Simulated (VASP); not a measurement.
# Li (Im-3m) in VASP: settings compared

Aim: see how the results for Li move with the level of theory and the settings. Levels: r2SCAN, PBE+D3(BJ), PBEsol. Tasks: relaxation of cell and atoms.

Program: VASP 6.6.1. These are calculated values, not measurements. Logs are shortened: lines on timing, memory, paths and dates and some standing lists are left out, and cuts for length are marked.

### 1 The crystal as given

It takes space group Im-3m (No. 229, cubic). Conventional cell: a = 3.460 Å, b = 3.460 Å, c = 3.460 Å, α = 90.00°, β = 90.00°, γ = 90.00°. Li (site symmetry m-3m) is surrounded by 8 Li at 3.00 Å.

### 2 Relaxation of cell and atoms, r2SCAN

File INCAR:

```
ALGO = Normal
EDIFF = 1E-7
EDIFFG = -0.005
ENCUT = 600
IBRION = 2
ISIF = 3
ISMEAR = 1
LASPH = T
LCHARG = F
LMIXTAU = T
LREAL = F
LWAVE = F
METAGGA = R2SCAN
NELM = 80
NSW = 90
PREC = Accurate
SIGMA = 0.1
```

File KPOINTS:

```
k-points
0
Gamma
  16 16 16
```

File POSCAR:

```
Li                                      
1.0
   -1.7302337935      1.7302337935      1.7302337935
    1.7302337935     -1.7302337935      1.7302337935
    1.7302337935      1.7302337935     -1.7302337935
  Li            
     1
Direct
     0.0000000000000000    1.0000000000000000    1.0000000000000000
```

Potentials or basis: VASP PAW PBE potentials, release 64 (Li_sv).

Run with:

```bash
$ cat potpaw_PBE.64/Li_sv/POTCAR > POTCAR
$ mpirun -np 1 vasp_std > vasp.out
```

OUTCAR:

```text
EDIFF = 1E-7
   EDIFFG = -0.005
   ENCUT = 600
   IBRION = 2
   ISIF = 3
   ISMEAR = 1
   LASPH = T
   LREAL = F
   METAGGA = R2SCAN
   NELM = 80
   NSW = 90
   PREC = Accurate

 ion  position               nearest neighbor table
   1  0.000  0.000  0.000-

  LATTYP: Found a body centered cubic cell.
 ALAT       =     3.4604675870

  Lattice vectors:

 A1 = (  -1.7302337935,   1.7302337935,   1.7302337935)
 A2 = (   1.7302337935,  -1.7302337935,   1.7302337935)
 A3 = (   1.7302337935,   1.7302337935,  -1.7302337935)

Analysis of symmetry for initial positions (statically):
=====================================================================
 Subroutine PRICEL returns:
 Original cell was already a primitive cell.

 Routine SETGRP: Setting up the symmetry group for a
 body centered cubic supercell.

 Subroutine GETGRP returns: Found 48 space group operations
 (whereof 48 operations were pure point group operations)
 out of a pool of 48 trial point group operations.

The static configuration has the point symmetry O_h .

Analysis of symmetry for dynamics (positions and initial velocities):
=====================================================================
 Subroutine PRICEL returns:
 Original cell was already a primitive cell.

 Routine SETGRP: Setting up the symmetry group for a
 body centered cubic supercell.

 Subroutine GETGRP returns: Found 48 space group operations
 (whereof 48 operations were pure point group operations)
 out of a pool of 48 trial point group operations.

The dynamic configuration has the point symmetry O_h .

 Subroutine INISYM returns: Found 48 space group operations
 (whereof 48 operations are pure point group operations),
 and found     1 'primitive' translations

----------------------------------------------------------------------------------------

                                     Primitive cell

  volume of cell :      20.7193

  direct lattice vectors                    reciprocal lattice vectors
    -1.730233794  1.730233794  1.730233794     0.000000000  0.288978288  0.288978288
     1.730233794 -1.730233794  1.730233794     0.288978288  0.000000000  0.288978288
     1.730233794  1.730233794 -1.730233794     0.288978288  0.288978288  0.000000000

  length of vectors
     2.996852839  2.996852839  2.996852839     0.408677015  0.408677015  0.408677015

  position of ions in fractional coordinates (direct lattice)
     0.000000000  0.000000000  0.000000000

  ion indices of the primitive-cell ions
   primitive index   ion index
                 1           1

----------------------------------------------------------------------------------------

 KPOINTS: k-points

Automatic generation of k-mesh.
 Grid dimensions read from file:
 generate k-points for:   16   16   16

 Generating k-lattice:

  Cartesian coordinates                     Fractional coordinates (reciprocal lattice)
     0.000000000  0.018061143  0.018061143     0.062500000  0.000000000  0.000000000
     0.018061143  0.000000000  0.018061143     0.000000000  0.062500000  0.000000000
     0.018061143  0.018061143  0.000000000     0.000000000  0.000000000  0.062500000

  Length of vectors
     0.025542313  0.025542313  0.025542313

  Shift w.r.t. Gamma in fractional coordinates (k-lattice)
     0.000000000  0.000000000  0.000000000

 Subroutine IBZKPT returns following result:
 ===========================================

 Found    145 irreducible k-points:

 Following reciprocal coordinates:
            Coordinates               Weight
  0.000000  0.000000  0.000000      1.000000
  0.062500  0.000000  0.000000     12.000000
  0.125000  0.000000  0.000000     12.000000
  0.187500  0.000000  0.000000     12.000000
  0.250000  0.000000  0.000000     12.000000
  0.312500  0.000000  0.000000     12.000000
[... 16 lines left out ...]
  0.187500  0.187500  0.000000     24.000000
  0.250000  0.187500  0.000000     48.000000
 [... further k-points ...]
   k-points           NKPTS =    145   k-points in BZ     NKDIM =    145   number of bands    NBANDS=      5
   number of dos      NEDOS =    301   number of ions     NIONS =      1
   total plane-waves  NPLWV =  13824
   dimension x,y,z NGX =    24 NGY =   24 NGZ =   24
   dimension x,y,z NGXF=    48 NGYF=   48 NGZF=   48
   ions per type =               1
   NGX,Y,Z   is equivalent  to a cutoff of  13.31, 13.31, 13.31 a.u.
   NGXF,Y,Z  is equivalent  to a cutoff of  26.63, 26.63, 26.63 a.u.
 SYSTEM =  unknown system
   PREC   = accura    normal or accurate (medium, high low for compatibility)
   ISTART =      0    job   : 0-new  1-cont  2-samecut
   ICHARG =      2    charge: 1-file 2-atom 10-const
   ISPIN  =      1    spin polarized calculation?
   LNONCOLLINEAR =      F non collinear calculations
   LSORBIT =      F    spin-orbit coupling
   LASPH  =      T    aspherical Exc in radial PAW
   ENCUT  =  600.0 eV  44.10 Ry    6.64 a.u.   5.99  5.99  5.99*2*pi/ulx,y,z
   NELM   =     80;   NELMIN=  2; NELMDL= -5     # of ELM steps
   EDIFF  = 0.1E-06   stopping-criterion for ELM
   LREAL  =      F    real-space projection
   EDIFFG = -.5E-02   stopping-criterion for IOM
   NSW    =     90    number of steps for IOM
   IBRION =      2    ionic relax: 0-MD 1-quasi-New 2-CG
   NFREE  =      1    steps in history (QN), initial steepest desc. (CG)
   ISIF   =      3    stress and relaxation
   ISYM   =      2    0-nonsym 1-usesym 2-fastsym
   POTIM  = 0.5000    time-step for ionic-motion
   TEBEG  =    0.0;   TEEND  =   0.0 temperature during run
   PSTRESS=    0.0 pullay stress
   NELECT =       3.0000    total number of electrons
   NUPDOWN=      -1.0000    fix difference up-down
   EMIN   =  10.00;   EMAX   =-10.00  energy-range for DOS
   EFERMI =   0.00;   METHOD = LEGACY
   ISMEAR =     1;   SIGMA  =   0.10  broadening in eV -4-tet -1-fermi 0-gaus
   EFERMI_NEDOS =   21; number of points for ismear=-14 and -15
   IALGO  =     38    algorithm
   IMIX   =      4    mixing-type and parameters
     AMIX     =   0.40;   BMIX     =  1.00
     AMIX_MAG =   1.60;   BMIX_MAG =  1.00
  volume/ion in A,a.u.               =      20.72       139.82
  Fermi-wavevector in a.u.,A,eV,Ry     =   0.859654  1.624511 10.054778  0.739005
  Thomas-Fermi vector in A             =   1.977042
   LORBIT       =      0    0 simple, 1 ext, 2 COOP (PROOUT), +10 PAW based schemes
   METAGGA = R2SCAN    functional components
   LHFCALC =     F    Hartree Fock is set to
   AEXX    =    0.0000 exact exchange contribution
   IVDW    =     0    specifies the selected vdW correction
   LEPSILON=     F    determine dielectric tensor
   LRPA    =     F    only Hartree local field effects (RPA)
 conjugate gradient relaxation of ions
 non-spin polarized calculation
 Methfessel and Paxton  Order N= 1 SIGMA  =   0.10
  energy-cutoff  :      600.00
  volume of cell :       20.72
 maximum number of plane-waves:       707
   NGX = 11   NGY = 11   NGZ = 11

 number of electron       2.9999994 magnetization

 Free energy of the ion-electron system (eV)
  ---------------------------------------------------
  ext. energy  EPLUGINS =         0.00000000
  ---------------------------------------------------
  free energy    TOTEN  =        -2.38229244 eV

  energy without entropy =       -2.38176526  energy(sigma->0) =       -2.38211671

 E-fermi :   0.5649     XC(G=0):  -7.3885

 val. band max:        0.5393144162   @ k =   0.2500   0.2500   0.0000
 cond. band min:       0.5782925664   @ k =   0.3125   0.1875   0.0000
 fundamental gap:      0.0389781502
 Fermi energy:         0.5649456816

 k-point     1 :       0.0000    0.0000    0.0000
  band No.  band energies     occupation
      1     -47.5275      2.00000
      2      -3.2681      2.00000
      3      16.6321      0.00000
      4      16.6333      0.00000
      5      16.6333      0.00000

 k-point     2 :       0.0625    0.0000    0.0000
  band No.  band energies     occupation
      1     -47.5268      2.00000
      2      -3.1882      2.00000
      3      15.9902      0.00000
      4      16.1624      0.00000
      5      16.4709      0.00000

 k-point     3 :       0.1250    0.0000    0.0000
  band No.  band energies     occupation
      1     -47.5247      2.00000
      2      -2.9483      2.00000
      3      14.2313      0.00000
      4      15.2249      0.00000
      5      16.0163      0.00000

 k-point     4 :       0.1875    0.0000    0.0000
  band No.  band energies     occupation
      1     -47.5218      2.00000
      2      -2.5489      2.00000
      3      12.0442      0.00000
      4      14.2666      0.00000
      5      15.3900      0.00000

 k-point     5 :       0.2500    0.0000    0.0000
  band No.  band energies     occupation
      1     -47.5182      2.00000
      2      -1.9911      2.00000
      3       9.8716      0.00000
      4      13.4302      0.00000
      5      14.7440      0.00000

 k-point     6 :       0.3125    0.0000    0.0000
  band No.  band energies     occupation
      1     -47.5146      2.00000
      2      -1.2827      2.00000
      3       7.8579      0.00000
      4      12.7603      0.00000
      5      14.1818      0.00000
[... 113 lines left out ...]
 k-point    21 :       0.3750    0.1250    0.0000
  band No.  band energies     occupation
      1     -47.5090      2.00000
      2       0.6809     -0.06948
      3       4.7232      0.00000
      4      10.1713      0.00000
      5      12.4193      0.00000

 k-point    22 :       0.4375    0.1250    0.0000
  band No.  band energies     occupation
      1     -47.5083      2.00000
      2       1.1657     -0.00000
      3       4.0490      0.00000
      4      10.0766      0.00000
      5      12.3301      0.00000

 k-point    23 :       0.1875    0.1875    0.0000
  band No.  band energies     occupation
      1     -47.5138      2.00000
      2      -1.1094      2.00000
      3       8.5875      0.00000
      4      10.1661      0.00000
      5      13.1328      0.00000

 k-point    24 :       0.2500    0.1875    0.0000
  band No.  band energies     occupation
      1     -47.5110      2.00000
      2      -0.3209      2.00000
      3       6.9702      0.00000
      4       9.3593      0.00000
      5      12.6883      0.00000

 [... further k-points ...]

------------------------ aborting loop because EDIFF is reached ----------------------------------------

  FORCE on cell =-STRESS in cart. coord.  units (eV):
  Direction    XX          YY          ZZ          XY          YZ          ZX
  --------------------------------------------------------------------------------------
  -------------------------------------------------------------------------------------
  Total       -0.0037644     -0.0037644     -0.0037644      0.0000000      0.0000000     -0.0000000
  in kB       -0.2910901     -0.2910901     -0.2910901      0.0000000      0.0000000     -0.0000000
  external PRESSURE =      -0.2910901 kB  Pullay stress =       0.0000000 kB

 VOLUME and BASIS-vectors are now :
 -----------------------------------------------------------------------------
  energy-cutoff  :      600.00
  volume of cell :       20.72
      direct lattice vectors                 reciprocal lattice vectors
    -1.730233794  1.730233794  1.730233794     0.000000000  0.288978288  0.288978288
     1.730233794 -1.730233794  1.730233794     0.288978288  0.000000000  0.288978288
     1.730233794  1.730233794 -1.730233794     0.288978288  0.288978288  0.000000000

 POSITION                                       TOTAL-FORCE (eV/Angst)
 -----------------------------------------------------------------------------------
      0.00000      0.00000      0.00000         0.000000      0.000000      0.000000
 -----------------------------------------------------------------------------------
    total drift:                                0.000000      0.000000     -0.000000

  FREE ENERGIE OF THE ION-ELECTRON SYSTEM (eV)
  ---------------------------------------------------
  free  energy   TOTEN  =        -2.3822924394 eV

  energy  without entropy=       -2.3817652593  energy(sigma->0) =       -2.38211671

 reached required accuracy - stopping structural energy minimisation
```

Wall time 34 s (1 thread of Intel Xeon 6975P-C (Granite Rapids), shared host); peak memory 0.14 GiB.

Results:

```
Free energy             : -2.3823 eV
Pressure after relaxing : 0.0 GPa
Band gap on the k mesh  : none (metal or under the smearing width)
```

Final structure:
```
Li
1.0
    -1.73023    1.73023    1.73023
     1.73023   -1.73023    1.73023
     1.73023    1.73023   -1.73023
Li
1
Direct
  0.00000 0.00000 0.00000
```

Caveat: the cutoff is under 1.25 times the usual one of these potentials, so pressure, stress and relaxed cells hold a basis-set (Pulay) error; the relaxation stopped at its first step, so nothing moved; the PAW data sets were made with another functional, which shifts forces and pressure a little.

(Continued in part 2 of 2.)
